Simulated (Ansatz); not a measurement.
## Harmonic thermodynamics of MoSe2

These are results of Ansatz 0.2.0, DFT PBE, scalar-relativistic, plane waves, PAW, not measurements. Cutoff 420 eV, 12×12×2 k-points (Γ-centred), fixed occupations. No spin polarisation. Phonons by linear response, acoustic sum rule imposed.

Equilibrium structure at this level:
```
Mo Se
1.0
     3.32062    0.00000    0.00000
    -1.66031    2.87574    0.00000
     0.00000    0.00000   15.14357
Mo Se
2 4
Direct
  0.33333 0.66667 0.25000
  0.66667 0.33333 0.75000
  0.33333 0.66667 0.63980
  0.66667 0.33333 0.13980
  0.33333 0.66667 0.86020
  0.66667 0.33333 0.36020
```

It was relaxed at this level from a cell as deposited in COD. The q mesh is coarse, so values between its points are rough. The run warned that its linear response isn't converged on this k mesh, so dielectric tensors, Born charges and infrared intensities are rough, and the frequencies may be too. Modes under 40 cm⁻¹ are poorly fixed. No dispersion correction is applied, so modes and constants that involve weak contacts between layers, chains or molecules come out too soft.

Force constants from linear response on a 3×3×1 q mesh, interpolated to a fine mesh.

Phonon density of states, in bins of 5 cm⁻¹:
(bin centre (cm⁻¹), share of modes (%)): (2.5, 0.0), (7.5, 0.1), (12.5, 0.2), (17.5, 0.2), (22.5, 0.3), (27.5, 0.3), (32.5, 0.4), (37.5, 0.4), (42.5, 0.4), (47.5, 0.5), (52.5, 0.5), (57.5, 0.6), (62.5, 0.7), (67.5, 0.7), (72.5, 0.8), (77.5, 0.9), (82.5, 1.0), (87.5, 1.1), (92.5, 1.2), (97.5, 1.4), (102.5, 1.7), (107.5, 2.3), (112.5, 2.1), (117.5, 2.5), (122.5, 3.2), (127.5, 1.6), (132.5, 0.8), (137.5, 0.7), (142.5, 1.4), (147.5, 3.0), (152.5, 2.6), (157.5, 0.0), (162.5, 1.0), (167.5, 1.9), (172.5, 2.2), (177.5, 3.1), (182.5, 2.2), (187.5, 2.7), (192.5, 3.0), (197.5, 6.5), (202.5, 2.1), (207.5, 4.7), (212.5, 1.2), (217.5, 0.8), (222.5, 0.7), (227.5, 0.6), (232.5, 0.4), (237.5, 0.0), (242.5, 0.0), (247.5, 0.0), (252.5, 0.0), (257.5, 0.0), (262.5, 0.0), (267.5, 0.7), (272.5, 5.6), (277.5, 5.0), (282.5, 7.3), (287.5, 6.7), (292.5, 2.2), (297.5, 1.1), (302.5, 0.9), (307.5, 0.7), (312.5, 0.6), (317.5, 0.6), (322.5, 0.5), (327.5, 0.5), (332.5, 0.4), (337.5, 0.4), (342.5, 0.2)

Task: Give the zero-point energy per atom.

Result: 36.4 meV.

Task: How large are the vibrational entropy and heat capacity at 300 K?

Result: S = 3.63 k_B and C_V = 2.76 k_B per atom, 92 % of the Dulong–Petit value.

Task: Tabulate them against temperature.

Result:
```tsv
T (K)	F_vib (meV/atom)	S (k_B/atom)	C_V (k_B/atom)
100	33.0	1.09	1.64
200	17.0	2.56	2.51
300	-9.9	3.63	2.76
400	-44.9	4.44	2.86
500	-86.0	5.09	2.91
600	-132.2	5.62	2.94
700	-182.6	6.07	2.95
800	-236.7	6.47	2.96
900	-294.0	6.82	2.97
1000	-354.1	7.13	2.98
```
